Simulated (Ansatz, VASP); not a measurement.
# Ir in VASP and in Ansatz

```
CELL_PARAMETERS angstrom
2.75138 0.00000 0.00000
-1.37569 2.38276 0.00000
0.00000 0.00000 4.46229
ATOMIC_POSITIONS crystal
Ir 0.66667 0.33333 0.75000
Ir 0.34278 0.68555 0.25000
```

Change from the starting cell: one atom moved.

Alike in both runs: task single point; functional PBEsol; k mesh 15 × 15 × 8; occupations gaussian, width 0.1 eV; no spin polarisation.

|  | VASP | Ansatz |
| --- | --- | --- |
| version | VASP 6.6.1 | Ansatz 0.2.0 |
| potentials or method | VASP PAW PBE potentials, release 64 (Ir) | scalar-relativistic, plane waves, PAW |
| plane-wave cutoff (eV) | 520 | 420 |
| valence electrons in the cell | 18 | 34 |

|  | VASP | Ansatz | Ansatz less VASP |
| --- | --- | --- | --- |
| gap on the k mesh at the Fermi level (eV) | none | none | - |
| pressure (GPa) | -11.7 | -12.5 | -0.73 |
| largest component of the traceless stress (GPa) | 0.48 | 0.49 | +0.011 |
| rms of the force components (eV/Å) | 0.129 | 0.128 | -0.0004 |

Atom by atom the forces differ by 0.000 eV/Å (rms over components). A gap of «none» marks a metal or a gap that the smearing closes. With one functional, cell and mesh, what is left measures potentials, basis and numerics. The two sets of potentials don't hold the same shells in valence.

Caveats: the PAW data sets were made with another functional, which shifts forces and pressure a little (VASP). The runs have no spin-orbit coupling, so splittings on Ir are missing.
